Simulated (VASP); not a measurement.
Crystal: Ti.

```xyz
1
Lattice="0.0000 2.0300 2.0300 2.0300 0.0000 2.0300 2.0300 2.0300 0.0000" Properties=species:S:1:pos:R:3 pbc="T T T"
Ti    0.0000    0.0000    0.0000
```

This isn't the form of Ti at room conditions, which is hcp.

| Property | Result |
| --- | --- |
| Program | VASP 6.6.1 |
| Task | single point |
| Functional | PBEsol |
| Potentials or basis | VASP PAW PBE potentials, release 64 (Ti_sv) |
| Cutoff | 520 eV |
| k mesh | 11 × 11 × 11 |
| Occupations | fermi-dirac, width 0.05 eV |
| Spin | no spin polarisation |

On this cell: pressure -0.8 GPa; band gap on the k mesh none (metal or under the smearing width).

The same run follows on a disturbed copy (cell strained at random at fixed volume):

```
Ti
1.0
     0.02177    1.99869    2.03132
     2.00646    0.00299    2.05009
     2.03951    2.05051   -0.03005
Ti
1
Direct
  0.98433 0.00381 0.00663
```

Task: What changes?

Result: The energy (extrapolated to zero smearing) moves by +5.8 meV/atom; pressure -0.7 GPa; band gap on the k mesh none (metal or under the smearing width).

Stress tensor (GPa, compression positive):
```
-0.15 -1.80  0.17
-1.80 -0.40  1.48
 0.17  1.48 -1.58
```

Caveats: the PAW data sets were made with another functional, which shifts forces and pressure a little.
